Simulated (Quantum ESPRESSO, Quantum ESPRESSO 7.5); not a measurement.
# stanene, 1 layer: a series in biaxial strain

Wanted: a table for stanene, 1 layer against biaxial strain, and what can be fitted to it.

Calculated with Quantum ESPRESSO 7.5; plane-wave DFT, PBE, GBRV ultrasoft pseudopotentials.

### Step 1. The starting structure

The cell holds 2 atoms: 2 Sn. Cell: a = 4.670 Å, b = 4.670 Å, c = 15.850 Å, α = 90.0°, β = 90.0°, γ = 120.0°. It derives from Sn. Vacuum lies along c.

Set-up: Cell and atoms are first relaxed; each strained cell is then held and the atoms relax in it. A periodic run with 15 Å of vacuum in the starting cell gives the vacuum levels, and bands follow along a path.

Members -2, -1, 0, 1 and 2 took the same steps and show in the table alone.

### Step 2. Variable-cell relaxation of the reference

What the set-up leaves free in this member is relaxed.

Input file ref.relax.in:

```
&control
  prefix = 'ref.relax'
  outdir = './out'
  pseudo_dir = './pseudo'
  nstep = 80
  forc_conv_thr = 0.0004
  calculation = 'vc-relax'
  etot_conv_thr = 1e-06
/
&system
  ibrav = 0
  nat = 2
  ntyp = 1
  ecutwfc = 50
  ecutrho = 250
  occupations = 'smearing'
  smearing = 'fd'
  degauss = 0.004
/
&electrons
  conv_thr = 1e-09
  mixing_beta = 0.4
  electron_maxstep = 120
  mixing_mode = 'plain'
/
&ions
/
&cell
  cell_dofree = '2Dxy'
  press_conv_thr = 0.3
/
ATOMIC_SPECIES
  Sn  118.7100  sn_pbe_v1.4.uspp.F.UPF
CELL_PARAMETERS angstrom
  4.67000000000000 0.00000000000000 0.00000000000000
  -2.33500000000000 4.04433863567333 0.00000000000000
  0.00000000000000 0.00000000000000 15.85000000000000
ATOMIC_POSITIONS crystal
  Sn  0.666666666700 0.333333333300 0.473186119874
  Sn  0.333333333300 0.666666666700 0.526813880126
K_POINTS automatic
  6 6 1 0 0 0
```

Command:

```bash
$ OMP_NUM_THREADS=1 mpirun -n 4 pw.x -nk 2 -in ref.relax.in > ref.relax.out
```

The program printed:

```text
Program PWSCF v.7.5 starts
[citation notice left out]

     Parallel version (MPI & OpenMP), running on       4 processor cores
     Number of MPI processes:                 4
     Threads/MPI process:                     1

     MPI processes distributed on     1 nodes
[...]
Current dimensions of program PWSCF are:
     Max number of different atomic species (ntypx) = 10
     Max number of k-points (npk) =  40000
     Max angular momentum in pseudopotentials (lmaxx) =  4
     Message from routine setup:
     using ibrav=0 with symmetry is DISCOURAGED, use correct ibrav instead

     K-points division:     npool     =       2
     R & G space division:  proc/nbgrp/npool/nimage =       2
     Subspace diagonalization in iterative solution of the eigenvalue problem:
     a serial algorithm will be used

     Parallelization info
     --------------------
     sticks:   dense  smooth     PW     G-vecs:    dense   smooth      PW
     Min         672     534    155                67444    48306    7367
     Max         673     535    158                67455    48321    7368
     Sum        1345    1069    313               134899    96627   14735

     Using Slab Decomposition

     bravais-lattice index     =            0
     lattice parameter (alat)  =       8.8250  a.u.
     unit-cell volume          =    2020.1809 (a.u.)^3
     number of atoms/cell      =            2
     number of atomic types    =            1
     number of electrons       =        28.00
     number of Kohn-Sham states=           18
     kinetic-energy cutoff     =      50.0000  Ry
     charge density cutoff     =     250.0000  Ry
     scf convergence threshold =      1.0E-09
     mixing beta               =       0.4000
     number of iterations used =            8  plain     mixing
     energy convergence thresh.=      1.0E-06
     force convergence thresh. =      4.0E-04
     press convergence thresh. =      3.0E-01
     Exchange-correlation=  SLA  PW   PBX  PBC
                           (   1   4   3   4   0   0   0)
     nstep                     =           80

     celldm(1)=   8.825021  celldm(2)=   0.000000  celldm(3)=   0.000000
     celldm(4)=   0.000000  celldm(5)=   0.000000  celldm(6)=   0.000000

     crystal axes: (cart. coord. in units of alat)
               a(1) = (   1.000000   0.000000   0.000000 )
               a(2) = (  -0.500000   0.866025   0.000000 )
               a(3) = (   0.000000   0.000000   3.394004 )

     reciprocal axes: (cart. coord. in units 2 pi/alat)
               b(1) = (  1.000000  0.577350 -0.000000 )
               b(2) = (  0.000000  1.154701  0.000000 )
               b(3) = (  0.000000 -0.000000  0.294637 )

     PseudoPot. # 1 for Sn read from file:
     ./pseudo/sn_pbe_v1.4.uspp.F.UPF
     Pseudo is Ultrasoft + core correction, Zval = 14.0
     Generated by new atomic code, or converted to UPF format
     Using radial grid of  891 points,  6 beta functions with:
                l(1) =   0
                l(2) =   0
                l(3) =   1
                l(4) =   1
                l(5) =   2
                l(6) =   2
     Q(r) pseudized with  8 coefficients,  rinner =    1.350   1.350   1.350
                                                       1.350   1.350

     atomic species   valence    mass     pseudopotential
     Sn               14.00   118.71000     Sn( 1.00)

     12 Sym. Ops., with inversion, found

   Cartesian axes

     site n.     atom                  positions (alat units)
         1        Sn     tau(   1) = (   0.5000000   0.2886751   1.6059957  )
         2        Sn     tau(   2) = (  -0.0000000   0.5773503   1.7880086  )

     number of k points=     7  Fermi-Dirac smearing, width (Ry)=  0.0040
                       cart. coord. in units 2pi/alat
        k(    1) = (   0.0000000   0.0000000   0.0000000), wk =   0.0555556
        k(    2) = (   0.0000000   0.1924501   0.0000000), wk =   0.3333333
        k(    3) = (   0.0000000   0.3849002   0.0000000), wk =   0.3333333
        k(    4) = (   0.0000000  -0.5773503   0.0000000), wk =   0.1666667
        k(    5) = (   0.1666667   0.2886751   0.0000000), wk =   0.3333333
        k(    6) = (   0.1666667   0.4811252   0.0000000), wk =   0.6666667
        k(    7) = (   0.3333333   0.5773503   0.0000000), wk =   0.1111111

     Dense  grid:   134899 G-vectors     FFT dimensions: (  45,  45, 160)

     Smooth grid:    96627 G-vectors     FFT dimensions: (  40,  40, 135)

     Estimated max dynamical RAM per process >     156.84 MB

     Estimated total dynamical RAM >     594.42 MB

     Check: negative core charge=   -0.000002

     Initial potential from superposition of free atoms

     starting charge      25.9999, renormalised to      28.0000

     negative rho (up, down):  3.503E-04 0.000E+00
     Starting wfcs are   18 randomized atomic wfcs

     total cpu time spent up to now is        1.2 secs

     per-process dynamical memory:    50.7 Mb

     Self-consistent Calculation

     iteration #  1     ecut=    50.00 Ry     beta= 0.40
     Davidson diagonalization with overlap
     ethr =  1.00E-02,  avg # of iterations =  7.3

     negative rho (up, down):  1.978E-04 0.000E+00

     total cpu time spent up to now is        2.2 secs

     total energy              =    -318.20287060 Ry
     estimated scf accuracy    <       2.26051170 Ry

     iteration #  2     ecut=    50.00 Ry     beta= 0.40
[...]
negative rho (up, down):  2.485E-04 0.000E+00

[...]
total energy              =    -318.33200081 Ry
     estimated scf accuracy    <       0.18360801 Ry

     iteration #  3     ecut=    50.00 Ry     beta= 0.40
[...]
negative rho (up, down):  3.434E-04 0.000E+00

[...]
total energy              =    -318.41572286 Ry
     estimated scf accuracy    <       0.01624199 Ry

     iteration #  4     ecut=    50.00 Ry     beta= 0.40
[...]
negative rho (up, down):  3.715E-04 0.000E+00

[...]
total energy              =    -318.42130424 Ry
     estimated scf accuracy    <       0.00667418 Ry

     iteration #  5     ecut=    50.00 Ry     beta= 0.40
[...]
negative rho (up, down):  3.968E-04 0.000E+00

[...]
total energy              =    -318.42342664 Ry
     estimated scf accuracy    <       0.00018634 Ry

     iteration #  6     ecut=    50.00 Ry     beta= 0.40
[...]
negative rho (up, down):  4.089E-04 0.000E+00

[...]
0.000000000   0.000000000  15.850000000

ATOMIC_POSITIONS (crystal)
Sn               0.6666666667        0.3333333333        0.4730871045
Sn               0.3333333333        0.6666666667        0.5269128955

[...]
NEW-OLD atomic charge density approx. for the potential
     New effective cutoffs (rho, wfc):  251.12   50.23

     Check: negative core charge=   -0.000002

     negative rho (up, down):  4.114E-04 0.000E+00

     total cpu time spent up to now is       26.4 secs

     per-process dynamical memory:    58.3 Mb

[...]
!    total energy              =    -318.42359721 Ry
[...]
Total force =     0.001348     Total SCF correction =     0.000031
[...]
number of bfgs steps    =   3
[...]
new trust radius        =       0.0145534023 bohr
[...]
!    total energy              =    -318.42373341 Ry
[...]
Total force =     0.001563     Total SCF correction =     0.000004
[...]
number of bfgs steps    =   4
[...]
new trust radius        =       0.0218301034 bohr
[...]
!    total energy              =    -318.42390248 Ry
[...]
Total force =     0.001809     Total SCF correction =     0.000012
[...]
number of bfgs steps    =   5
[...]
new trust radius        =       0.0327451551 bohr
[...]
!    total energy              =    -318.42407539 Ry
[...]
Total force =     0.002117     Total SCF correction =     0.000001
[...]
number of bfgs steps    =   6
[...]
new trust radius        =       0.0411031984 bohr
[...]
!    total energy              =    -318.42415718 Ry
[...]
Total force =     0.002569     Total SCF correction =     0.000012
[...]
number of bfgs steps    =   7
[...]
new trust radius        =       0.0022865650 bohr
[...]
!    total energy              =    -318.42416384 Ry
[...]
Total force =     0.002335     Total SCF correction =     0.000025
[...]
number of bfgs steps    =   8
[...]
WARNING: bfgs curvature condition failed, Theta= 0.882
     new trust radius        =       0.0025152215 bohr
[...]
!    total energy              =    -318.42417030 Ry
[...]
Total force =     0.002052     Total SCF correction =     0.000005
[...]
number of bfgs steps    =   9
[...]
new trust radius        =       0.0037728322 bohr
[...]
!    total energy              =    -318.42417960 Ry
[...]
Total force =     0.001559     Total SCF correction =     0.000001
[...]
number of bfgs steps    =  10
[...]
new trust radius        =       0.0056592483 bohr
[...]
!    total energy              =    -318.42418881 Ry
[...]
Total force =     0.000898     Total SCF correction =     0.000011
[...]
number of bfgs steps    =  11
[...]
new trust radius        =       0.0084888725 bohr
[...]
!    total energy              =    -318.42419381 Ry
[...]
Total force =     0.000033     Total SCF correction =     0.000002
[...]
number of bfgs steps    =  12
[...]
new trust radius        =       0.0003611570 bohr
[...]
!    total energy              =    -318.42419383 Ry
[...]
Total force =     0.000004     Total SCF correction =     0.000001
[...]
Self-consistent Calculation

     iteration #  1     ecut=    50.00 Ry     beta= 0.40
     Davidson diagonalization with overlap
     c_bands:  3 eigenvalues not converged
     c_bands:  4 eigenvalues not converged
     c_bands:  3 eigenvalues not converged
     c_bands:  2 eigenvalues not converged
     ethr =  1.00E-06,  avg # of iterations = 20.0

     negative rho (up, down):  6.858E-05 0.000E+00

     total cpu time spent up to now is      112.5 secs

     total energy              =    -317.93293525 Ry
     estimated scf accuracy    <       2.76019328 Ry

[...]
iteration # 16     ecut=    50.00 Ry     beta= 0.40
[...]
negative rho (up, down):  4.145E-04 0.000E+00

[...]
End of self-consistent calculation

          k = 0.0000 0.0000 0.0000 ( 11659 PWs)   bands (ev):

   -22.8301 -22.8301 -22.7326 -22.7326 -22.6964 -22.6538 -22.4797 -22.4797
   -22.4185 -22.4185 -10.8134  -4.6607  -1.5688  -1.5688  -0.9059   0.4655
     2.5544   2.6689

          k =-0.0000 0.1955 0.0000 ( 11665 PWs)   bands (ev):

   -22.8372 -22.8363 -22.7424 -22.7155 -22.6846 -22.6321 -22.5089 -22.5065
   -22.4099 -22.3957 -10.5678  -5.0492  -2.9098  -2.0094   0.2965   0.5072
     2.0003   2.7798

          k =-0.0000 0.3910 0.0000 ( 11709 PWs)   bands (ev):

   -22.8455 -22.8335 -22.7676 -22.6855 -22.6825 -22.5756 -22.5498 -22.5383
   -22.4161 -22.3696  -9.8682  -6.5355  -2.8945  -2.6240  -0.3592   0.4325
     2.5880   3.6065

          k = 0.0000-0.5865 0.0000 ( 11710 PWs)   bands (ev):

   -22.8479 -22.8182 -22.7904 -22.6885 -22.6708 -22.5684 -22.5519 -22.5334
   -22.4316 -22.3598  -9.1780  -7.6190  -2.8648  -2.4863  -0.9228   0.2124
     3.0768   3.9696

          k = 0.1693 0.2933 0.0000 ( 11690 PWs)   bands (ev):

   -22.8501 -22.8328 -22.7586 -22.7016 -22.6593 -22.6022 -22.5378 -22.5334
   -22.4244 -22.3646 -10.0895  -6.0464  -2.9246  -2.9204   0.1121   1.4388
     1.9004   3.0681

          k = 0.1693 0.4888 0.0000 ( 11679 PWs)   bands (ev):

   -22.8602 -22.8181 -22.7862 -22.6745 -22.6488 -22.5784 -22.5591 -22.5362
   -22.4588 -22.3394  -9.2429  -7.4180  -3.6447  -2.2940  -0.7677   1.5455
     2.7773   3.1915

[...]
the Fermi energy is    -1.4842 ev

!    total energy              =    -318.42240220 Ry
     estimated scf accuracy    <          3.8E-13 Ry
     smearing contrib. (-TS)   =      -0.00080947 Ry
     internal energy E=F+TS    =    -318.42159274 Ry

     The total energy is F=E-TS. E is the sum of the following terms:
     one-electron contribution =    -683.72169236 Ry
     hartree contribution      =     349.98639032 Ry
     xc contribution           =     -85.88430665 Ry
     ewald contribution        =     101.19801595 Ry

     convergence has been achieved in  16 iterations

     negative rho (up, down):  4.145E-04 0.000E+00

     Forces acting on atoms (cartesian axes, Ry/au):

     atom    1 type  1   force =     0.00000000    0.00000000   -0.00000650
     atom    2 type  1   force =     0.00000000    0.00000000    0.00000650

     Total force =     0.000009     Total SCF correction =     0.000000

     Computing stress (Cartesian axis) and pressure

     negative rho (up, down):  4.145E-04 0.000E+00
          total   stress  (Ry/bohr**3)                   (kbar)     P=       -1.70
  -0.00000269   0.00000000  -0.00000000           -0.40        0.00       -0.00
   0.00000000  -0.00000269  -0.00000000            0.00       -0.40       -0.00
   0.00000000   0.00000000  -0.00002928            0.00        0.00       -4.31

[...]
=------------------------------------------------------------------------------=
   JOB DONE.
=------------------------------------------------------------------------------=
```

It took 2.1 min on 4 MPI ranks of Intel Xeon Platinum 8488C (Sapphire Rapids), shared host; peak memory 0.77 GiB.

The steps of the relaxation:

```
step  energy less that of the first step (eV)  largest force (eV/Å)  volume (Å³)
   1                                   0.0000                0.0176       299.36
   2                                  -0.0009                0.0196       298.97
   3                                  -0.0019                0.0223       298.54
   4                                  -0.0033                0.0245       297.89
   5                                  -0.0051                0.0284       296.93
   6                                  -0.0074                0.0329       295.48
   7                                  -0.0098                0.0385       293.32
   8                                  -0.0109                0.0467       290.61
   9                                  -0.0110                0.0425       290.52
  10                                  -0.0111                0.0373       290.41
  11                                  -0.0112                0.0283       290.39
  12                                  -0.0113                0.0163       290.30
  13                                  -0.0114                0.0006       290.07
  14                                  -0.0114                0.0001       290.05
  15                                   0.0130                0.0002       290.05
```

```csv
cell as run,before,after,change
a (Å),4.670,4.597,-1.6 %
b (Å),4.670,4.597,-1.6 %
```

The atoms that moved most (Å, along periodic axes as changes of fractional coordinates times the final cell, across vacuum about the mean position):

| atom | dx | dy | dz | length |
| --- | --- | --- | --- | --- |
| Sn1 | 0.000 | 0.000 | -0.027 | 0.027 |
| Sn2 | 0.000 | 0.000 | 0.027 | 0.027 |

Final coordinates:

```xyz
2
Lattice="4.5968 0.0000 0.0000 -2.2984 3.9810 0.0000 0.0000 0.0000 15.8500" Properties=species:S:1:pos:R:3
Sn    2.2984    1.3270    7.4733
Sn    0.0000    2.6540    8.3767
```

 The last row is no step: it is a fresh SCF in the final cell with a new plane-wave basis, +24 meV from the row before, a sign that the cell is biased by the basis (Pulay stress).

This step gave:

```
free energy             : -4332.3575 eV
energy at zero smearing : -4332.3520 eV
Fermi energy            : -1.484 eV
```

(Part 1 of 6 ends here.)

[Logs are printed without paths, hosts, clocks, repeated set-up lines and the standing remarks that a program may print on its own settings, such as how far it seeks lower states.]

[Hosts, paths, dates, database ids (printed as entryN), source tags and the programs' standing remarks are cut or masked in the printed files.]

[Maps of the electrostatic potential energy from Ansatz leave out the sawtooth potential of an applied field or a dipole correction, so their vacuum need not be flat; planar profiles and work functions include it.]
